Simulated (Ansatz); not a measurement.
# ZnSe (Stilleite) under changes of volume

One of the cells (22.757 Å³/atom); the others are scaled copies at fixed shape and fractional positions:

```xyz
2
Lattice="0.0000 2.8338 2.8338 2.8338 0.0000 2.8338 2.8338 2.8338 0.0000" Properties=species:S:1:pos:R:3 pbc="T T T"
Se    4.2507    4.2507    4.2507
Zn    0.0000    0.0000    0.0000
```

| Item | Value |
| --- | --- |
| Program | Ansatz 0.2.0 |
| Functional | revPBE |
| Potentials or basis | Ansatz PAW |
| Cutoff | 420 eV (not typed: the program's choice for these potentials) |
| k mesh | 8 × 8 × 8 |
| Occupations | fermi-dirac, width 0.05 eV |
| Spin | no spin polarisation |

```tsv
volume (Å³/atom)	energy over the lowest point (meV/atom)	pressure (GPa)	gap on the mesh (eV)
21.391	67.43	8.6	1.66
21.846	45.68	6.8	1.57
22.301	28.74	5.2	1.49
22.757	16.10	3.7	1.41
23.212	?	?	?
23.667	2.10	1.3	1.26
24.122	0.00	0.2	1.18
```

**Question.** What does the run at 23.212 Å³/atom give?

**Answer.** Energy over the lowest point 7.35 meV/atom; pressure 2.4 GPa; gap on the mesh 1.33 eV.

Worked out: A Birch-Murnaghan fit of order 3 (a polynomial in V^(-2/3)) to the other rows has its minimum at 24.23 Å³/atom, just outside them, with B0 = V·E''(V) = 52 GPa and B' = 4.6. It gives 7.35 meV/atom at 23.212 Å³/atom, against the run's 7.35, and -dE/dV = 2.4 GPa, against 2.4. A straight line through the other rows of the gap, of slope -3.95 eV per unit of ln V (its deformation potential), gives 1.33 eV, against the run's 1.33.

Energies are extrapolated to zero smearing.

Caveats: the PAW data sets come from PBE, with cores solved anew for the run's functional, which leaves a small shift of forces and pressure.

Spin-orbit coupling on Se is left out.
